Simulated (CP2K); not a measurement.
Tc in CP2K: the effect of functional

The system is Tc.

```
Tc
1.0
     2.74000    0.00000    0.00000
    -1.37000    2.37291    0.00000
     0.00000    0.00000    4.39800
Tc
2
Direct
  0.66667 0.33333 0.75000
  0.33333 0.66667 0.25000
```

Alike in all runs:

* Program: CP2K 2026.2
* Task: band structure
* Potentials or basis: POTENTIAL_UZH Tc GTH-PBE-q15; TZVP-MOLOPT-PBE-GTH basis
* Density cutoff: 9184 eV
* k mesh: 11 × 11 × 6
* Occupations: fermi-dirac, width 0.05 eV
* Spin: no spin polarisation

```tsv
functional	pressure (GPa)
LDA	-6.9
PBEsol	-2.1
BEEF-vdW	9.1
AM05	?
optB88-vdW	7.4
MS2	0.4
```

**Question.** What does the run with functional AM05 give?

**Answer.** Pressure -3.7 GPa.

Caveats: the potentials were made for another functional, which shifts forces and pressure; the basis of atomic orbitals isn't converged, which shifts pressures, moduli and gaps.

Runs at the PBE level aren't shown here.
